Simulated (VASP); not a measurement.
Wanted: the native input for a VASP 6.6.1 run.

| Property | Result |
| --- | --- |
| Task | relaxation of cell and atoms |
| Functional | PBEsol |
| Potentials or basis | VASP PAW PBE potentials, release 64 (Al, N) |
| Cutoff | 520 eV |
| k mesh | 4 × 4 × 4 |
| Occupations | gaussian, width 0.02 eV |
| Spin | no spin polarisation |
| Further INCAR settings | ALGO = Normal; EDIFF = 1e-07; IBRION = 2; EDIFFG = -0.002; NSW = 80; ISIF = 3 |

The structure of AlN lies in POSCAR:

```
AlN
1.0
    0.0000000000      2.0345180000      2.0345180000
    2.0345180000      0.0000000000      2.0345180000
    2.0345180000      2.0345180000      0.0000000000
Al N
1 1
Direct
    0.5000000000      0.5000000000      0.5000000000
    0.0000000000      0.0000000000      0.0000000000
```

Measurements of this composition are mostly on another form, of space group No. 186.

These files were run (other wordings do the same):

INCAR

```
PREC = Accurate
ENCUT = 520
EDIFF = 1E-7
ISMEAR = 0
SIGMA = 0.02
LREAL = F
LASPH = T
NELM = 60
ALGO = Normal
ISIF = 3
LWAVE = F
LCHARG = F
GGA = PS
IBRION = 2
NSW = 80
EDIFFG = -0.002
```

KPOINTS

```
regular mesh
0
Gamma
  4 4 4
```

Potentials or basis: VASP PAW PBE potentials, release 64 (Al, N).

Command:

```bash
$ cat potpaw_PBE.64/Al/POTCAR potpaw_PBE.64/N/POTCAR > POTCAR
$ mpirun -np 1 vasp_std > vasp.out
```

Results of the run:

- Relaxed volume: 8.27 Å³/atom
- Relaxed cell: a = 2.860 Å, b = 2.860 Å, c = 2.860 Å, α = 60.00°, β = 60.00°, γ = 60.00°
- Space group after relaxing (to 0.05 Å): Fm-3m (No. 225)
- Energy gained by relaxing: 2.1 meV/atom
- Ionic steps: 3
- Pressure after relaxing: 0.0 GPa
- Band gap on the k mesh: 4.49 eV, indirect (least direct gap 5.63 eV)

Caveat: the k mesh is coarse (spacing up to 0.67 Å⁻¹), so the values aren't converged; the PAW data sets were made with another functional, which shifts forces and pressure a little.

Wall time 9.6 s on 1 thread of AMD EPYC 7R43 64-Core Processor (Zen 3), with other jobs on the host, peak memory 0.1 GiB.
